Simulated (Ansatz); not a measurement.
Write the native input for Ansatz 0.2.0 that does the following.

```yaml
Task: single point
Functional: PBE
Potentials_or_basis: Ansatz PAW
Cutoff: "420 eV (not typed: the program's choice for these potentials)"
k_mesh: 17 × 17 × 9
Occupations: fermi-dirac, width 0.05 eV
Spin: no spin polarisation
```

Crystal: GaN.

```xyz
4
Lattice="3.1800 0.0000 0.0000 -1.5900 2.7540 0.0000 0.0000 0.0000 5.1660" Properties=species:S:1:pos:R:3 pbc="T T T"
Ga    1.5900    0.9180    2.5830
Ga    0.0000    1.8360    0.0000
N     1.5900    0.9180    4.5203
N     0.0000    1.8360    1.9373
```

The input as run:

input.yaml

```yaml
crystal:
  lattice:
    - [3.18, 0.0, 0.0]
    - [-1.59, 2.753960784, 0.0]
    - [0.0, 0.0, 5.166]
  atoms:
    - { symbol: Ga, position: [0.6666666667, 0.3333333333, 0.5] }
    - { symbol: Ga, position: [0.3333333333, 0.6666666667, 0.0] }
    - { symbol: "N", position: [0.6666666667, 0.3333333333, 0.875] }
    - { symbol: "N", position: [0.3333333333, 0.6666666667, 0.375] }
hamiltonian:
  xc: pbe
  pseudopotentials: { kind: paw }
kpoints:
  mp_grid: { grid: [17, 17, 9] }
scf:
  occupations: { method: fermi_dirac, width: 0.05 }
output:
  forces: true
  stress: true
  eigenvalues: true
```

Potentials or basis: Ansatz PAW.

The run is started by

```bash
$ ansatz run input.yaml --threads 2 --pin off --max-ram 5120MiB --backend cpu --events-out ev --progress --plain --runs-dir out
```

It gave:

The pressure is 7.3 GPa and the largest force is 0.137 eV/Å. The band gap on the k mesh is 1.96 eV, direct.

Caveat: odd divisions of the mesh miss points on the zone boundary, where band edges often lie, so the gap on the mesh can be too wide; the pressure holds a Pulay correction of +0.5 GPa for the finite cutoff.

Run time: 14 s on 2 threads of Intel(R) Xeon(R) Processor @ 2.50GHz (Skylake/Cascade Lake) (shared host), peak memory 0.47 GiB.
